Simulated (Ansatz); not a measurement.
KI: strain and displacement

```
K I
1.0
     0.00000    3.52455    3.52455
     3.52455    0.00000    3.52455
     3.52455    3.52455    0.00000
K I
1 1
Direct
  0.00000 0.00000 0.00000
  0.50000 0.50000 0.50000
```

Atom numbers follow the list: K1, I2.

Conventional cell: a = 7.049 Å, b = 7.049 Å, c = 7.049 Å, α = 90.00°, β = 90.00°, γ = 90.00°. Around K (atom 1) lie 6 I at 3.52 Å. I (atom 2) has 6 K at 3.52 Å as nearest neighbours.

The cell is COD entry 9009735, as deposited and not checked against the literature; nothing was relaxed.

No spin–orbit coupling, which matters for the heavy atoms here.

Theory: DFT, PBE, all-electron LAPW, scalar-relativistic (Ansatz 0.2.0).

Numerical set-up: a Γ-centred 8×8×8 k mesh, Fermi–Dirac smearing of 0.01 eV, basis error target 1 meV/atom, no spin polarisation.

The unchanged cell is at 0.68 GPa, so energy changes include a term −P ΔV where the volume moves.

x, y and z are the Cartesian axes of the cell as listed; fractional coordinates follow a strain, and an engineering shear is twice the off-diagonal strain component.

(1) One change gave: energy change -4 meV/atom; stress change (xx, yy, zz, yz, xz, xy) -0.64, -0.64, -0.18, 0.00, 0.00, 0.00 GPa, compression positive; gap on the k mesh 3.98 → 3.89 eV. Which change was it?
A. x and y strained by +1 %, z held
B. atom 1 (K) moved by (0.1200, 0.0000, 0.0000) Å
C. x and y strained by +2 %, z held

Results:

(1) C. For x and y strained by +1 %, z held: energy change -3 meV/atom; stress change (xx, yy, zz, yz, xz, xy) -0.34, -0.34, -0.09, 0.00, 0.00, 0.00 GPa, compression positive; gap on the k mesh 3.98 → 3.94 eV. For atom 1 (K) moved by (0.1200, 0.0000, 0.0000) Å: energy change +4 meV/atom; stress change (xx, yy, zz, yz, xz, xy) 0.21, -0.02, -0.02, 0.00, 0.00, 0.00 GPa, compression positive; change of the force on K1 (-0.139, 0.000, 0.000) eV/Å; gap on the k mesh 3.98 → 3.99 eV.
